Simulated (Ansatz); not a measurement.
Cu Kα1 powder pattern (kinematic, no thermal factors).
```csv
2θ (°),relative intensity,assignment
32.94,100,1 0 0
47.28,72,1 1 0
58.83,24,1 1 1
69.09,11,2 0 0
78.69,30,2 1 0
87.98,23,2 1 1
```

The pattern is computed from a structure relaxed with DFT PBE, scalar-relativistic, plane waves, PAW in Ansatz 0.2.0. No spin polarisation. Its elements are Ga.

Problem. Give the structure.

Solution. Ga.
Space group Pm-3m (No. 221). a = 2.717 Å, b = 2.717 Å, c = 2.717 Å, α = 90.00°, β = 90.00°, γ = 90.00°
```tsv
atom	site	symmetry	x	y	z
Ga	1a	m-3m	0.0000	0.0000	0.0000
```

A pattern alone doesn't exclude other cells with like lines; this is the one computed.

Another cell of Ga relaxed alike, in Pm-3m, lies 12 meV/atom lower, so this cell isn't the stable form at this level.

The cell was found from a structure generator's guess, not taken from experiment.
